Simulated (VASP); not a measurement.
# Hf (P6/mmm) in VASP: further runs

Runs on Hf. Level: PBEsol. Tasks: relaxation of cell and atoms.

Program: VASP 6.6.1. These are calculated values, not measurements. Logs are shortened: lines on timing, memory, paths and dates and some standing lists are left out, and cuts for length are marked.

### 1 Starting point

The structure is hexagonal, space group P6/mmm (No. 191). Conventional cell: a = 4.749 Å, b = 4.749 Å, c = 2.984 Å, α = 90.00°, β = 90.00°, γ = 120.00°. Hf (site symmetry -6m2) has 11 Hf at 2.74 to 3.12 Å as nearest neighbours. Hf (site symmetry 6/mmm) is surrounded by 14 Hf at 2.98 to 3.12 Å.

This isn't the form of Hf at room conditions, which is hcp.

### 2 Relaxation of cell and atoms, PBEsol, target pressure 12 GPa, at which the enthalpy is minimised

The input, INCAR:

```
SYSTEM = Hf
ALGO = Normal ; EDIFF = 1E-7
EDIFFG = -0.002 ; ENCUT = 520
GGA = PS ; IBRION = 2
ISIF = 3 ; ISMEAR = 0
KPAR = 4 ; LASPH = .TRUE.
LCHARG = .FALSE. ; LREAL = .FALSE.
LWAVE = .FALSE. ; NELM = 100
NSW = 80 ; PREC = Accurate
PSTRESS = 120.0 ; SIGMA = 0.1
```

The input, KPOINTS:

```
k-points
0
G
  3 3 4
  0 0 0
```

The input, POSCAR:

```
Hf                                      
1.0
    4.7489480714      0.0000000000      0.0000000000
   -2.3744740357      4.1127096879     -0.0000000000
    0.0000000000     -0.0000000000      2.9839411423
  Hf            
     3
Direct
     0.6666666699999979    0.3333333300000021    0.5000000000000000
     0.3333333300000021    0.6666666699999979    0.5000000000000000
     0.0000000000000000    0.0000000000000000    0.0000000000000000
```

Potentials or basis: VASP PAW PBE potentials, release 64 (Hf_pv).

The run is started by

```console
$ cat potpaw_PBE.64/Hf_pv/POTCAR > POTCAR
$ mpirun -np 4 vasp_std > vasp.out
```

OUTCAR:

```text
SYSTEM = Hf
   EDIFF = 1E-7
   EDIFFG = -0.002
   ENCUT = 520
   GGA = PS
   IBRION = 2
   ISIF = 3
   ISMEAR = 0
   LASPH = .TRUE.
   LREAL = .FALSE.
   NELM = 100
   NSW = 80
   PREC = Accurate
   PSTRESS = 120.0

 ion  position               nearest neighbor table
   1  0.667  0.333  0.500-   2 2.74   2 2.74   2 2.74   3 3.12   3 3.12   3 3.12   3 3.12   3 3.12
                             3 3.12
   2  0.333  0.667  0.500-   1 2.74   1 2.74   1 2.74   3 3.12   3 3.12   3 3.12   3 3.12   3 3.12
                             3 3.12
   3  0.000  0.000  0.000-   1 3.12   2 3.12   1 3.12   2 3.12   1 3.12   1 3.12   2 3.12   2 3.12
                             1 3.12   1 3.12   2 3.12   2 3.12

  LATTYP: Found a hexagonal cell.
 ALAT       =     4.7489480714
 C/A-ratio  =     0.6283372859

  Lattice vectors:

 A1 = (   4.7489480714,   0.0000000000,   0.0000000000)
 A2 = (  -2.3744740357,   4.1127096879,   0.0000000000)
 A3 = (   0.0000000000,   0.0000000000,   2.9839411423)

Analysis of symmetry for initial positions (statically):
=====================================================================
 Subroutine PRICEL returns:
 Original cell was already a primitive cell.

 Routine SETGRP: Setting up the symmetry group for a
 hexagonal supercell.

 Subroutine GETGRP returns: Found 24 space group operations
 (whereof 24 operations were pure point group operations)
 out of a pool of 24 trial point group operations.

The static configuration has the point symmetry D_6h.

Analysis of symmetry for dynamics (positions and initial velocities):
=====================================================================
 Subroutine PRICEL returns:
 Original cell was already a primitive cell.

 Routine SETGRP: Setting up the symmetry group for a
 hexagonal supercell.

 Subroutine GETGRP returns: Found 24 space group operations
 (whereof 24 operations were pure point group operations)
 out of a pool of 24 trial point group operations.

The dynamic configuration has the point symmetry D_6h.

 Subroutine INISYM returns: Found 24 space group operations
 (whereof 24 operations are pure point group operations),
 and found     1 'primitive' translations

----------------------------------------------------------------------------------------

                                     Primitive cell

  volume of cell :      58.2795

  direct lattice vectors                    reciprocal lattice vectors
     4.748948071  0.000000000  0.000000000     0.210572949  0.121574348  0.000000000
    -2.374474036  4.112709688  0.000000000     0.000000000  0.243148697  0.000000000
     0.000000000  0.000000000  2.983941142     0.000000000  0.000000000  0.335127254

  length of vectors
     4.748948071  4.748948086  2.983941142     0.243148697  0.243148697  0.335127254

  position of ions in fractional coordinates (direct lattice)
     0.666666670  0.333333330  0.500000000
     0.333333330  0.666666670  0.500000000
     0.000000000  0.000000000  0.000000000

  ion indices of the primitive-cell ions
   primitive index   ion index
                 1           1
                 2           2
                 3           3

----------------------------------------------------------------------------------------

 KPOINTS: k-points

Automatic generation of k-mesh.
 Grid dimensions read from file:
 generate k-points for:    3    3    4

 Generating k-lattice:

  Cartesian coordinates                     Fractional coordinates (reciprocal lattice)
     0.070190983  0.040524783  0.000000000     0.333333333 -0.000000000  0.000000000
     0.000000000  0.081049566  0.000000000     0.000000000  0.333333333  0.000000000
     0.000000000  0.000000000  0.083781813     0.000000000  0.000000000  0.250000000

  Length of vectors
     0.081049566  0.081049566  0.083781813

  Shift w.r.t. Gamma in fractional coordinates (k-lattice)
     0.000000000  0.000000000  0.000000000

 Subroutine IBZKPT returns following result:
 ===========================================

 Found      9 irreducible k-points:

 Following reciprocal coordinates:
            Coordinates               Weight
  0.000000  0.000000  0.000000      1.000000
  0.333333  0.000000  0.000000      6.000000
  0.333333  0.333333  0.000000      2.000000
  0.000000  0.000000  0.250000      2.000000
  0.333333  0.000000  0.250000     12.000000
  0.333333  0.333333  0.250000      4.000000
  0.000000  0.000000  0.500000      1.000000
  0.333333  0.000000  0.500000      6.000000
  0.333333  0.333333  0.500000      2.000000
   k-points           NKPTS =      9   k-points in BZ     NKDIM =      9   number of bands    NBANDS=     19
   number of dos      NEDOS =    301   number of ions     NIONS =      3
   total plane-waves  NPLWV =  31104
   dimension x,y,z NGX =    36 NGY =   36 NGZ =   24
   dimension x,y,z NGXF=    72 NGYF=   72 NGZF=   48
   ions per type =               3
   NGX,Y,Z   is equivalent  to a cutoff of  12.60, 12.60, 13.37 a.u.
   NGXF,Y,Z  is equivalent  to a cutoff of  25.20, 25.20, 26.74 a.u.
 SYSTEM =  Hf
   PREC   = accura    normal or accurate (medium, high low for compatibility)
   ISTART =      0    job   : 0-new  1-cont  2-samecut
   ICHARG =      2    charge: 1-file 2-atom 10-const
   ISPIN  =      1    spin polarized calculation?
   LNONCOLLINEAR =      F non collinear calculations
   LSORBIT =      F    spin-orbit coupling
   LASPH  =      T    aspherical Exc in radial PAW
   ENCUT  =  520.0 eV  38.22 Ry    6.18 a.u.   8.83  8.83  5.55*2*pi/ulx,y,z
   NELM   =    100;   NELMIN=  2; NELMDL= -5     # of ELM steps
   EDIFF  = 0.1E-06   stopping-criterion for ELM
   LREAL  =      F    real-space projection
   EDIFFG = -.2E-02   stopping-criterion for IOM
   NSW    =     80    number of steps for IOM
   IBRION =      2    ionic relax: 0-MD 1-quasi-New 2-CG
   NFREE  =      1    steps in history (QN), initial steepest desc. (CG)
   ISIF   =      3    stress and relaxation
   ISYM   =      2    0-nonsym 1-usesym 2-fastsym
   POTIM  = 0.5000    time-step for ionic-motion
   TEBEG  =    0.0;   TEEND  =   0.0 temperature during run
   PSTRESS=  120.0 pullay stress
   NELECT =      30.0000    total number of electrons
   NUPDOWN=      -1.0000    fix difference up-down
   EMIN   =  10.00;   EMAX   =-10.00  energy-range for DOS
   EFERMI =   0.00;   METHOD = LEGACY
   ISMEAR =     0;   SIGMA  =   0.10  broadening in eV -4-tet -1-fermi 0-gaus
   EFERMI_NEDOS =   21; number of points for ismear=-14 and -15
   IALGO  =     38    algorithm
   IMIX   =      4    mixing-type and parameters
     AMIX     =   0.40;   BMIX     =  1.00
     AMIX_MAG =   1.60;   BMIX_MAG =  1.00
  volume/ion in A,a.u.               =      19.43       131.10
  Fermi-wavevector in a.u.,A,eV,Ry     =   1.312029  2.479375 23.421332  1.721419
  Thomas-Fermi vector in A             =   2.442449
   LORBIT       =      0    0 simple, 1 ext, 2 COOP (PROOUT), +10 PAW based schemes
   GGA     = PS    functional components
   LHFCALC =     F    Hartree Fock is set to
   AEXX    =    0.0000 exact exchange contribution
   IVDW    =     0    specifies the selected vdW correction
   LEPSILON=     F    determine dielectric tensor
   LRPA    =     F    only Hartree local field effects (RPA)
 conjugate gradient relaxation of ions
 non-spin polarized calculation
 Gauss-broadening in eV      SIGMA  =   0.10
  energy-cutoff  :      520.00
  volume of cell :       58.28
 maximum number of plane-waves:      1593
 NGX is ok and might be reduce to    36
   NGX = 17   NGY = 17   NGZ = 11

--------------------------------------- Ionic step        1  -------------------------------------------

 number of electron      29.9999996 magnetization

 Free energy of the ion-electron system (eV)
  ---------------------------------------------------
  ext. energy  EPLUGINS =         0.00000000
  ---------------------------------------------------
  free energy    TOTEN  =       -31.33425002 eV

  energy without entropy =      -31.32153209  energy(sigma->0) =      -31.32789106

------------------------ aborting loop because EDIFF is reached ----------------------------------------

  FORCE on cell =-STRESS in cart. coord.  units (eV):
  Direction    XX          YY          ZZ          XY          YZ          ZX
  --------------------------------------------------------------------------------------
  -------------------------------------------------------------------------------------
  Total        4.3672104      4.3672105      4.3761270      0.0000000     -0.0000000      0.0000000
  in kB      120.0601752    120.0601762    120.3053046      0.0000000     -0.0000000      0.0000000
  external PRESSURE =       0.1418853 kB  Pullay stress =     120.0000000 kB

 VOLUME and BASIS-vectors are now :
 -----------------------------------------------------------------------------
  energy-cutoff  :      520.00
  volume of cell :       58.28
      direct lattice vectors                 reciprocal lattice vectors
     4.748948071  0.000000000  0.000000000     0.210572949  0.121574348  0.000000000
    -2.374474036  4.112709688  0.000000000     0.000000000  0.243148697  0.000000000
     0.000000000  0.000000000  2.983941142     0.000000000  0.000000000  0.335127254

 POSITION                                       TOTAL-FORCE (eV/Angst)
 -----------------------------------------------------------------------------------
      2.37447      1.37090      1.49197         0.000000     -0.000000      0.000000
     -0.00000      2.74181      1.49197        -0.000000      0.000000      0.000000
      0.00000      0.00000      0.00000         0.000000      0.000000      0.000000
 -----------------------------------------------------------------------------------
    total drift:                               -0.000000      0.000000      0.000000

  FREE ENERGIE OF THE ION-ELECTRON SYSTEM (eV)
  ---------------------------------------------------
  free  energy   TOTEN  =       -31.3342500240 eV
[... 28 lines left out ...]
 POSITION                                       TOTAL-FORCE (eV/Angst)
 -----------------------------------------------------------------------------------
      2.37456      1.37095      1.49224         0.000000     -0.000000      0.000000
     -0.00000      2.74190      1.49224        -0.000000     -0.000000      0.000000
      0.00000      0.00000      0.00000         0.000000      0.000000      0.000000
 -----------------------------------------------------------------------------------
    total drift:                               -0.000000      0.000000      0.000000

  FREE ENERGIE OF THE ION-ELECTRON SYSTEM (eV)
  ---------------------------------------------------
  free  energy   TOTEN  =       -31.3353363524 eV

  energy  without entropy=      -31.3226106144  energy(sigma->0) =      -31.32897348

  enthalpy is  TOTEN    =       -26.9692279267 eV   P V=        4.3661084256

--------------------------------------- Ionic step        3  -------------------------------------------

 number of electron      29.9999996 magnetization

 Free energy of the ion-electron system (eV)
  ---------------------------------------------------
  ext. energy  EPLUGINS =         0.00000000
  ---------------------------------------------------
  free energy    TOTEN  =       -31.33474109 eV

  energy without entropy =      -31.32201948  energy(sigma->0) =      -31.32838028

 E-fermi :   5.5682     XC(G=0): -12.0514

 val. band max:        5.5155457559   @ k =   0.3333   0.3333   0.2500
 cond. band min:       5.5852740623   @ k =   0.3333   0.3333   0.0000
 fundamental gap:      0.0697283063
 Fermi energy:         5.5682220854

 k-point     1 :       0.0000    0.0000    0.0000
  band No.  band energies     occupation
      1     -24.9995      2.00000
      2     -24.9995      2.00000
      3     -24.8030      2.00000
      4     -24.8030      2.00000
      5     -24.3251      2.00000
      6     -24.0066      2.00000
[... 11 lines left out ...]
     18       7.9074      0.00000
     19       7.9074      0.00000

 k-point     2 :       0.3333    0.0000    0.0000
  band No.  band energies     occupation
      1     -25.2724      2.00000
      2     -24.9999      2.00000
      3     -24.5031      2.00000
      4     -24.4795      2.00000
      5     -24.2426      2.00000
      6     -24.1513      2.00000
[... 178 lines left out ...]
 VOLUME and BASIS-vectors are now :
 -----------------------------------------------------------------------------
  energy-cutoff  :      520.00
  volume of cell :       58.29
      direct lattice vectors                 reciprocal lattice vectors
     4.749023554  0.000000000  0.000000000     0.210569602  0.121572416  0.000000000
    -2.374511777  4.112775059  0.000000000     0.000000000  0.243144832  0.000000000
     0.000000000 -0.000000000  2.984181777     0.000000000  0.000000000  0.335100230

 POSITION                                       TOTAL-FORCE (eV/Angst)
 -----------------------------------------------------------------------------------
      2.37451      1.37093      1.49209        -0.000000      0.000000      0.000000
     -0.00000      2.74185      1.49209         0.000000     -0.000000      0.000000
      0.00000      0.00000      0.00000        -0.000000     -0.000000      0.000000
 -----------------------------------------------------------------------------------
    total drift:                               -0.000000      0.000000      0.000000

  FREE ENERGIE OF THE ION-ELECTRON SYSTEM (eV)
  ---------------------------------------------------
  free  energy   TOTEN  =       -31.3347410879 eV

  energy  without entropy=      -31.3220194772  energy(sigma->0) =      -31.32838028

  enthalpy is  TOTEN    =       -26.9692287655 eV   P V=        4.3655123224

 reached required accuracy - stopping structural energy minimisation
```

Wall time 17 s (4 MPI ranks of Intel Xeon Platinum 8259CL at 2.50GHz (Skylake/Cascade Lake), shared host); peak memory 0.17 GiB.

What came out:

| Property | Result |
| --- | --- |
| Free energy | -31.3347 eV |
| Relaxed volume | 19.43 Å³/atom |
| Relaxed cell | a = 4.749 Å, b = 4.749 Å, c = 2.984 Å, α = 90.00°, β = 90.00°, γ = 120.00° |
| Space group after relaxing (to 0.05 Å) | P6/mmm (No. 191) |
| Energy change on relaxing (the enthalpy is what falls) | -0.2 meV/atom |
| Ionic steps | 3 |
| Pressure after relaxing | 12.0 GPa |
| Band gap on the k mesh | none (metal or under the smearing width) |

Step by step:
| step | energy change (eV) | largest force (eV/Å) | pressure (GPa) | volume (Å³) |
| --- | --- | --- | --- | --- |
| 1 | 0.0000 | 0.0000 | 12.01 | 58.28 |
| 2 | -0.0011 | 0.0000 | 11.98 | 58.29 |
| 3 | -0.0005 | 0.0000 | 11.99 | 58.29 |

Final structure:
```
Hf
1.0
     4.74902    0.00000    0.00000
    -2.37451    4.11278    0.00000
     0.00000    0.00000    2.98418
Hf
3
Direct
  0.66667 0.33333 0.50000
  0.33333 0.66667 0.50000
  0.00000 0.00000 0.00000
```

Caveat: the k mesh is coarse (spacing up to 0.53 Å⁻¹), so the values aren't converged; the cell is relaxed towards a set pressure, so the enthalpy falls and the energy may rise; the PAW data sets were made with another functional, which shifts forces and pressure a little. The run has no spin-orbit coupling, so splittings on Hf are missing.

### 3 Relaxation of cell and atoms, PBEsol, target pressure 0.0001 GPa, at which the enthalpy is minimised

INCAR, as its differences from that of step 2:

```diff
@@ -9,2 +9,2 @@
 NSW = 80 ; PREC = Accurate
-PSTRESS = 120.0 ; SIGMA = 0.1
+PSTRESS = 0.001 ; SIGMA = 0.1
```

KPOINTS is that of step 2.

The input, POSCAR:

```
Hf                                      
1.0
    4.7490235544      0.0000000000      0.0000000000
   -2.3745117772      4.1127750591      0.0000000000
    0.0000000000     -0.0000000000      2.9841817767
  Hf            
     3
Direct
     0.6666666699999979    0.3333333300000021    0.5000000000000000
     0.3333333300000021    0.6666666699999979    0.5000000000000000
     0.0000000000000000    0.0000000000000000    0.0000000000000000
```

Potentials or basis: VASP PAW PBE potentials, release 64 (Hf_pv).

The run is started by

```console
$ cat potpaw_PBE.64/Hf_pv/POTCAR > POTCAR
$ mpirun -np 4 vasp_std > vasp.out
```

Run time: 54 s. Hardware: 4 MPI ranks of Intel Xeon Platinum 8259CL at 2.50GHz (Skylake/Cascade Lake), shared host; peak memory 0.18 GiB.

Results (log left out):

```
Free energy                                            : -31.5208 eV
Relaxed volume                                         : 21.19 Å³/atom
Relaxed cell                                           : a = 4.889 Å, b = 4.889 Å, c = 3.071 Å, α = 90.00°, β = 90.00°, γ = 120.00°
Space group after relaxing (to 0.05 Å)                 : P6/mmm (No. 191)
Energy change on relaxing (the enthalpy is what falls) : -62.0 meV/atom
Ionic steps                                            : 10
Pressure after relaxing                                : 0.0 GPa
Band gap on the k mesh                                 : none (metal or under the smearing width)
```

Step by step:
```
step  energy change (eV)  largest force (eV/Å)  pressure (GPa)  volume (Å³)
   1              0.0000                0.0000           12.00        58.29
   2              0.1234                0.0000          -11.50        71.44
   3             -0.1859                0.0000           -0.26        63.70
   4             -0.1860                0.0000           -0.01        63.57
   5             -0.1860                0.0000            0.20        63.46
   6             -0.1860                0.0000            0.19        63.47
   7             -0.1860                0.0000            0.19        63.47
   8             -0.1860                0.0000            0.15        63.49
   9             -0.1861                0.0000            0.03        63.55
  10             -0.1861                0.0000            0.00        63.56
```

Final structure:
```yaml
crystal:
  lattice:
    - [4.88909, 0.00000, 0.00000]
    - [-2.44455, 4.23408, 0.00000]
    - [0.00000, 0.00000, 3.07064]
  atoms:
    - { symbol: Hf, position: [0.66667, 0.33333, 0.50000] }
    - { symbol: Hf, position: [0.33333, 0.66667, 0.50000] }
    - { symbol: Hf, position: [0.00000, 0.00000, 0.00000] }
```

Levels at points of the mesh, in eV from the Fermi level:
```tsv
k point	band 11	band 12	band 13	band 14	band 15	band 16	band 17	band 18	band 19
(0.00, 0.00, 0.00)	-2.68	-0.62	-0.62	-0.60	-0.60	-0.60	1.16	2.18	2.18
(0.00, 0.00, 0.50)	-2.71	-2.71	-2.23	-2.03	-2.03	1.43	1.43	2.05	2.05
```

Caveat: the k mesh is coarse (spacing up to 0.53 Å⁻¹), so the values aren't converged; the cell is relaxed towards a set pressure, so the enthalpy falls and the energy may rise; the PAW data sets were made with another functional, which shifts forces and pressure a little. The run has no spin-orbit coupling, so splittings on Hf are missing.
